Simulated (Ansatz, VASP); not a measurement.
**BN in VASP and in Ansatz**

```
B N
1.0
     0.00000    1.81310    1.81310
     1.81310    0.00000    1.81310
     1.81310    1.81310    0.00000
B N
1 1
Direct
  0.00000 0.00000 0.00000
  0.25000 0.25000 0.25000
```

Alike in both runs: task single point; functional PBE; k mesh 8 × 8 × 8; occupations gaussian, width 0.02 eV; no spin polarisation.

|  | VASP | Ansatz |
| --- | --- | --- |
| version | VASP 6.6.1 | Ansatz 0.2.0 |
| potentials or method | VASP PAW PBE potentials, release 64 (B, N) | scalar-relativistic, plane waves, PAW |
| plane-wave cutoff (eV) | 520 | 420 |
| valence electrons in the cell | 8 | 8 |

|  | VASP | Ansatz | Ansatz less VASP |
| --- | --- | --- | --- |
| gap on the k mesh at the Fermi level (eV) | 4.45 | 4.46 | +0.012 |
| least direct gap on the mesh (eV) | 8.78 | 8.79 | +0.011 |
| pressure (GPa) | -0.2 | -0.5 | -0.25 |

The functional is the same, so the differences come from potentials, cutoffs and numerics.

A k mesh can miss the band edges. As with any semilocal functional, this PBE gap is likely too small.
